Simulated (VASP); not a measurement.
**Pb in VASP: the effect of strain**

Crystal: Pb.

```
Pb
1.0
     3.34080    0.00000    0.00000
    -1.67040    3.01377    0.00000
     0.00000    0.00000    5.59000
Pb
2
Direct
  0.66667 0.33333 0.75000
  0.33333 0.66667 0.25000
```

The cell isn't the ideal one: strain = -0.04.

Alike in all runs:

```yaml
Program: VASP 6.6.1
Task: relaxation of the atoms
Functional: PBE
Potentials_or_basis: VASP PAW PBE potentials, release 64 (Pb_d)
Cutoff: 520 eV
k_mesh: 9 × 9 × 5
Occupations: fermi-dirac, width 0.05 eV
Spin: no spin polarisation
Strain_kind: uniaxial_x
Further_INCAR_settings: ALGO = Fast; EDIFF = 1e-06; IBRION = 2; EDIFFG = -0.01; NSW = 40
```

Each run relaxes the cell or the atoms first.

```csv
strain,pressure (GPa)
-0.04,?
-0.02,5.0
-0.01,4.2
0,4.0
0.01,3.5
0.02,3.0
0.04,2.3
```

Task: What does the run with strain -0.04 give?

Result: Pressure 6.7 GPa.

Worked out: A parabola through the other rows of the pressure, of slope -61.4 GPa per unit of strain there, extrapolates to 6.1 GPa, against the run's 6.7.

Caveats: the relaxation stopped at its first step, so nothing moved (some runs).
